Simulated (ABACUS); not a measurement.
# BaF2 (Frankdicksonite) (Fm-3m) in ABACUS: band structure with LDA

Aim: the band structure of BaF2 (Frankdicksonite) with LDA.

Everything below comes from runs of ABACUS 3.10.1. Logs are shortened: lines on timing, memory, paths and dates and some standing lists are left out, and cuts for length are marked.

## (1) The crystal as given

It takes space group Fm-3m (No. 225, cubic). Conventional cell: a = 6.200 Å, b = 6.200 Å, c = 6.200 Å, α = 90.00°, β = 90.00°, γ = 90.00°. Ba (site symmetry m-3m) has 8 F at 2.68 Å as nearest neighbours. F (site symmetry -43m) has 4 Ba at 2.68 Å as nearest neighbours.

## (2) Band structure, LDA

INPUT reads:

```
INPUT_PARAMETERS
suffix              BaF2
calculation         nscf
basis_type          pw
pseudo_dir          ./
symmetry            -1
dft_functional      pz
ecutwfc             84.0
pseudo_rcut         10
nspin               1
nbands              22
ks_solver           dav
smearing_method     fd
smearing_sigma      0.00367493
scf_thr             1e-08
scf_nmax            100
mixing_type         broyden
mixing_beta         0.7
init_chg            file
pw_diag_thr         1e-07
out_band            1
kpar                4
```

STRU reads:

```
ATOMIC_SPECIES
Ba 137.3270 Ba.upf
F 18.9984 F.upf

LATTICE_CONSTANT
1.8897261246

LATTICE_VECTORS
0.0000000000 3.1000500000 3.1000500000
3.1000500000 0.0000000000 3.1000500000
3.1000500000 3.1000500000 0.0000000000

ATOMIC_POSITIONS
Direct

Ba
0.0
1
0.0000000000 0.0000000000 0.0000000000 1 1 1

F
0.0
2
0.7500000000 0.7500000000 0.7500000000 1 1 1
0.2500000000 0.2500000000 0.2500000000 1 1 1
```

KPT reads:

```
K_POINTS
12
Line
0.00000000 0.00000000 0.00000000 10 // G
0.50000000 0.00000000 0.50000000 10 // X
0.50000000 0.25000000 0.75000000 10 // W
0.37500000 0.37500000 0.75000000 10 // K
0.00000000 0.00000000 0.00000000 10 // G
0.50000000 0.50000000 0.50000000 10 // L
0.62500000 0.25000000 0.62500000 10 // U
0.50000000 0.25000000 0.75000000 10 // W
0.50000000 0.50000000 0.50000000 10 // L
0.37500000 0.37500000 0.75000000 1 // K
0.62500000 0.25000000 0.62500000 10 // U
0.50000000 0.00000000 0.50000000 1 // X
```

Potentials or basis: PseudoDojo NC SR 0.4.1 LDA standard, plane waves.

Command:

```sh
OMP_NUM_THREADS=1 mpirun -np 4 abacus > log
```

running log:

```text
ABACUS v3.10.1

               Atomic-orbital Based Ab-initio Computation at UStc

 ------------------------------------------------------------------------------------

 READING GENERAL INFORMATION
                           global_out_dir = OUT.BaF2/
                           global_in_card = INPUT
                               pseudo_dir = ./
                              orbital_dir =
                                    DSIZE = 4
                                    GSIZE = 1
[... 5 lines left out ...]

 READING ATOM TYPE 1
                               atom label = Ba
                      L=0, number of zeta = 1
                      L=1, number of zeta = 1
                      L=2, number of zeta = 1
             number of atom for this type = 1

 READING ATOM TYPE 2
                               atom label = F
                      L=0, number of zeta = 1
                      L=1, number of zeta = 1
                      L=2, number of zeta = 1
             number of atom for this type = 2

                        TOTAL ATOM NUMBER = 3
DIRECT COORDINATES
    atom                   x                   y                   z     mag                  vx                  vy                  vz
taud_Ba1            0.0000000000        0.0000000000        0.0000000000  0.0000        0.0000000000        0.0000000000        0.0000000000
taud_F1            0.7500000000        0.7500000000        0.7500000000  0.0000        0.0000000000        0.0000000000        0.0000000000
taud_F2            0.2500000000        0.2500000000        0.2500000000  0.0000        0.0000000000        0.0000000000        0.0000000000

                          Volume (Bohr^3) = 402.099
                             Volume (A^3) = 59.5848

 Lattice vectors: (Cartesian coordinate: in unit of a_0)
                   +0            +3.10005            +3.10005
             +3.10005                  +0            +3.10005
             +3.10005            +3.10005                  +0
 Reciprocal vectors: (Cartesian coordinate: in unit of 2 pi/a_0)
            -0.161288           +0.161288           +0.161288
            +0.161288           -0.161288           +0.161288
            +0.161288           +0.161288           -0.161288
 The esolver type has been set to : ksdft_pw

                PAO radial cut off (Bohr) = 10

 Read in pseudopotential file is Ba.upf
                     pseudopotential type = NC
          exchange-correlation functional = SLAPWNOGXNOGC
                 nonlocal core correction = 1
                        valence electrons = 10
                                     lmax = 2
                           number of zeta = 3
                     number of projectors = 6
                           L of projector = 0
                           L of projector = 0
                           L of projector = 1
                           L of projector = 1
                           L of projector = 2
                           L of projector = 2
 XC functional updated to : pz
          exchange-correlation functional = PZ
                PAO radial cut off (Bohr) = 10

 Read in pseudopotential file is F.upf
                     pseudopotential type = NC
          exchange-correlation functional = SLA PW NOGXNOGC
                 nonlocal core correction = 1
                        valence electrons = 7
                                     lmax = 2
                           number of zeta = 2
                     number of projectors = 5
                           L of projector = 0
                           L of projector = 0
                           L of projector = 1
                           L of projector = 1
                           L of projector = 2
 XC functional updated to : pz
          exchange-correlation functional = PZ
     initial pseudo atomic orbital number = 13

 SETUP THE ELECTRONS NUMBER
            electron number of element Ba = 10
      total electron number of element Ba = 10
             electron number of element F = 7
       total electron number of element F = 14
            AUTOSET number of electrons:  = 24
                           occupied bands = 12
                                   NBANDS = 22
                                   NLOCAL = 27

%%%%%%%%%%%%%%%%%%%%%%%%%%%%%%%%%%%%%%%%%%%%%%%%%%%%%%%%%%%%%%%%%%%%%%%%%%%%%%%%%%%%%%%%%%%%%%%%%%%%%%%%%%
 Warning: the number of valence electrons in pseudopotential > 2 for Ba: [Xe] 6s2
 Pseudopotentials with additional electrons can yield (more) accurate outcomes, but may be less efficient.
 If you're confident that your chosen pseudopotential is appropriate, you can safely ignore this warning.
%%%%%%%%%%%%%%%%%%%%%%%%%%%%%%%%%%%%%%%%%%%%%%%%%%%%%%%%%%%%%%%%%%%%%%%%%%%%%%%%%%%%%%%%%%%%%%%%%%%%%%%%%%

 SETUP THE PLANE WAVE BASIS
 energy cutoff for charge/potential (unit:Ry) = 336
            fft grid for charge/potential = [ 50, 50, 50 ]
                        fft grid division = [ 1, 1, 1 ]
        big fft grid for charge/potential = [ 50, 50, 50 ]
                                     nbxx = 125000
                                     nrxx = 125000

 SETUP PLANE WAVES FOR CHARGE/POTENTIAL
                    number of plane waves = 41703
                         number of sticks = 1585

 PARALLEL PW FOR CHARGE/POTENTIAL
     PROC   COLUMNS(POT)             PW
        1           1585          41703
 --------------- sum -------------------
        1           1585          41703
                            number of |g| = 392
                                  max |g| = 30.384
                                  min |g| = 0

----------- Double Check Mixing Parameters Begin ------------
mixing_type: broyden
mixing_beta: 0.7
mixing_gg0: 1
mixing_gg0_min: 0.1
mixing_ndim: 8
----------- Double Check Mixing Parameters End ------------

 SETUP K-POINTS
                                    nspin = 1
                                   nkstot = 102
K-POINTS DIRECT COORDINATES
 KPOINTS    DIRECT_X    DIRECT_Y    DIRECT_Z  WEIGHT
       1  0.00000000  0.00000000  0.00000000  1.0000
       2  0.05000000  0.00000000  0.05000000  1.0000
       3  0.10000000  0.00000000  0.10000000  1.0000
       4  0.15000000  0.00000000  0.15000000  1.0000
       5  0.20000000  0.00000000  0.20000000  1.0000
       6  0.25000000  0.00000000  0.25000000  1.0000
[... 22 lines left out ...]
      29  0.40000000  0.35000000  0.75000000  1.0000
      30  0.38750000  0.36250000  0.75000000  1.0000
[... 72 further k points ...]

           k-point number in this process = 26
       minimum distributed K point number = 25

[... K-POINTS CARTESIAN COORDINATES: 26 rows ...]

[... K-POINTS DIRECT COORDINATES: 26 rows ...]

 SETUP PLANE WAVES FOR WAVE FUNCTIONS
     energy cutoff for wavefunc (unit:Ry) = 84
              fft grid for wave functions = [ 50, 50, 50 ]
                    number of plane waves = 6303
                         number of sticks = 451

 PARALLEL PW FOR WAVE FUNCTIONS
     PROC   COLUMNS(POT)             PW
        1            451           6303
 --------------- sum -------------------
        1            451           6303

 SETUP NONLOCAL PSEUDOPOTENTIALS IN PLANE WAVE BASIS
 Ba non-local projectors:
 projector 1 L=0
 projector 2 L=0
 projector 3 L=1
 projector 4 L=1
 projector 5 L=2
 projector 6 L=2
 F non-local projectors:
 projector 1 L=0
 projector 2 L=0
 projector 3 L=1
 projector 4 L=1
 projector 5 L=2
      TOTAL NUMBER OF NONLOCAL PROJECTORS = 44

 Init Non-Local PseudoPotential table :
 Init Non-Local-Pseudopotential done.

                                     npwx = 5248

 Make real space PAO into reciprocal space.
       max mesh points in Pseudopotential = 1001
     dq(describe PAO in reciprocal space) = 0.01
                                    max q = 1104

 number of pseudo atomic orbitals for Ba is 3
WARNING: norm of atomic wavefunction # 3 of atomic type Ba is 0.996455, renormalized

 number of pseudo atomic orbitals for F is 2

 -------------------------------------------
 NONSELF-CONSISTENT
 -------------------------------------------
                                 init_chg = file
 try to read charge from file
 Read in the charge density: OUT.BaF2//BaF2-CHARGE-DENSITY.restart

 PW ALGORITHM --------------- ION=   1  ELEC=   1--------------------------------

 k(1/102) Iter steps (avg)=14 threshold=1e-07
 k(2/102) Iter steps (avg)=13 threshold=1e-07
 k(3/102) Iter steps (avg)=15 threshold=1e-07
 k(4/102) Iter steps (avg)=30 threshold=1e-07

 k(5/102) Iter steps (avg)=24 threshold=1e-07
 k(6/102) Iter steps (avg)=18 threshold=1e-07
 k(7/102) Iter steps (avg)=19 threshold=1e-07
 k(8/102) Iter steps (avg)=20 threshold=1e-07
 k(9/102) Iter steps (avg)=20 threshold=1e-07

 k(10/102) Iter steps (avg)=15 threshold=1e-07
 k(11/102) Iter steps (avg)=18 threshold=1e-07
 k(12/102) Iter steps (avg)=17 threshold=1e-07
 k(13/102) Iter steps (avg)=14 threshold=1e-07
 k(14/102) Iter steps (avg)=14 threshold=1e-07

 k(15/102) Iter steps (avg)=17 threshold=1e-07
 k(16/102) Iter steps (avg)=17 threshold=1e-07
 k(17/102) Iter steps (avg)=16 threshold=1e-07
 k(18/102) Iter steps (avg)=16 threshold=1e-07
 k(19/102) Iter steps (avg)=17 threshold=1e-07
 k(20/102) Iter steps (avg)=19 threshold=1e-07
 k(21/102) Iter steps (avg)=16 threshold=1e-07
 k(22/102) Iter steps (avg)=21 threshold=1e-07
 k(23/102) Iter steps (avg)=22 threshold=1e-07
 k(24/102) Iter steps (avg)=19 threshold=1e-07
 k(25/102) Iter steps (avg)=18 threshold=1e-07
 k(26/102) Iter steps (avg)=17 threshold=1e-07
[... levels at 26 k points of this process ...]

 Density error is 0.00000000000
                          Error Threshold = 1.00000000000e-07
----------------------------------------------------------
     Energy           Rydberg                 eV
----------------------------------------------------------
 E_KohnSham     -155.1423295209      -2110.8196824774
 E_KS(sigma->0) -155.1423295209      -2110.8196824774
 E_Harris       -155.1423295209      -2110.8196824774
 E_band         -7.9188395698        -107.7413396969
 E_one_elec     -55.9103569493       -760.6994317246
 E_Hartree      41.5574124322        565.4176032133
 E_xc           -35.0291714039       -476.5963273114
 E_Ewald        -105.7602135998      -1438.9415266547
 E_entropy(-TS) 0.0000000000         0.0000000000
 E_descf        0.0000000000         0.0000000000
 E_exx          0.0000000000         0.0000000000
 E_Fermi        0.5278275041         7.1814616171
----------------------------------------------------------

 charge density convergence is achieved
 final etot is -2110.8196825 eV
 EFERMI = 7.1814616171 eV

 STATE ENERGY(eV) AND OCCUPATIONS    NSPIN == 1
 1/26 kpoint (Cartesian) = 0.0000 0.0000 0.0000 (5209 pws)
       1       -20.1693      0.0196078
       2       -15.6675      0.0196078
       3       -15.6435      0.0196078
       4       -4.96187      0.0196078
       5       -4.96187      0.0196078
       6       -4.96187      0.0196078
[... 14 lines left out ...]
      21        17.6776        0.00000
      22        22.4855        0.00000

 2/26 kpoint (Cartesian) = 0.0000 0.016129 0.0000 (5157 pws)
       1       -20.1630      0.0196078
       2       -15.6707      0.0196078
       3       -15.6520      0.0196078
       4       -4.97307      0.0196078
       5       -4.97307      0.0196078
       6       -4.95810      0.0196078
[... 14 lines left out ...]
      21        17.6881        0.00000
      22        22.6864        0.00000

 3/26 kpoint (Cartesian) = 0.0000 0.032258 0.0000 (5173 pws)
       1       -20.1447      0.0196078
       2       -15.6802      0.0196078
       3       -15.6767      0.0196078
       4       -5.00525      0.0196078
       5       -5.00525      0.0196078
       6       -4.94700      0.0196078
[... 14 lines left out ...]
      21        17.7154        0.00000
      22        23.2470        0.00000

 4/26 kpoint (Cartesian) = 0.0000 0.048386 0.0000 (5205 pws)
       1       -20.1157      0.0196078
       2       -15.7156      0.0196078
       3       -15.6949      0.0196078
       4       -5.05447      0.0196078
       5       -5.05447      0.0196078
       6       -4.92927      0.0196078
[... 14 lines left out ...]
      21        17.7566        0.00000
      22        23.5519        0.00000

 5/26 kpoint (Cartesian) = 0.0000 0.064515 0.0000 (5237 pws)
       1       -20.0785      0.0196078
       2       -15.7652      0.0196078
       3       -15.7133      0.0196078
       4       -5.11501      0.0196078
       5       -5.11501      0.0196078
       6       -4.90612      0.0196078
[... 14 lines left out ...]
      21        17.9445        0.00000
      22        22.5262        0.00000

 6/26 kpoint (Cartesian) = 0.0000 0.080644 0.0000 (5201 pws)
       1       -20.0363      0.0196078
       2       -15.8211      0.0196078
       3       -15.7336      0.0196078
       4       -5.18031      0.0196078
       5       -5.18031      0.0196078
       6       -4.87940      0.0196078
[... 14 lines left out ...]
      21        18.2320        0.00000
      22        21.5860        0.00000

[... levels at 20 further k points ...]

 --------------------------------------------
 !FINAL_ETOT_IS -2110.819682477434 eV
 --------------------------------------------

 Output bands in file: OUT.BaF2/BANDS_1.dat
```

Run time: 22 s. Hardware: 4 MPI ranks of AMD EPYC 7R13 (Zen 3), shared host; peak memory 0.56 GiB.

Results:

```
Band gap along the path : 6.42 eV, indirect (least direct gap 6.52 eV)
```

Levels at the corners of the path, in eV from the Fermi level:
```csv
point,band 10,band 11,band 12,band 13,band 14,band 15
Γ,-4.37,-4.37,-4.37,2.15,4.86,4.86
X,-4.61,-4.61,-4.43,2.77,4.67,6.44
W,-4.64,-4.60,-4.49,3.06,5.48,5.54
K,-4.63,-4.49,-4.46,3.05,5.02,5.62
Γ,-4.37,-4.37,-4.37,2.15,4.86,4.86
L,-4.65,-4.46,-4.46,4.71,4.84,4.84
U,-4.63,-4.49,-4.46,3.05,5.02,5.62
W,-4.64,-4.60,-4.49,3.06,5.48,5.54
L,-4.65,-4.46,-4.46,4.71,4.84,4.84
K,-4.63,-4.49,-4.46,3.05,5.02,5.62
U,-4.63,-4.49,-4.46,3.05,5.02,5.62
X,-4.61,-4.61,-4.43,2.77,4.67,6.44
```

Caveat: this release of the barium file is off; the density is read from an earlier self-consistent run, whose mesh may be coarse; spin-orbit coupling is left out, which moves the levels of the heavy elements.
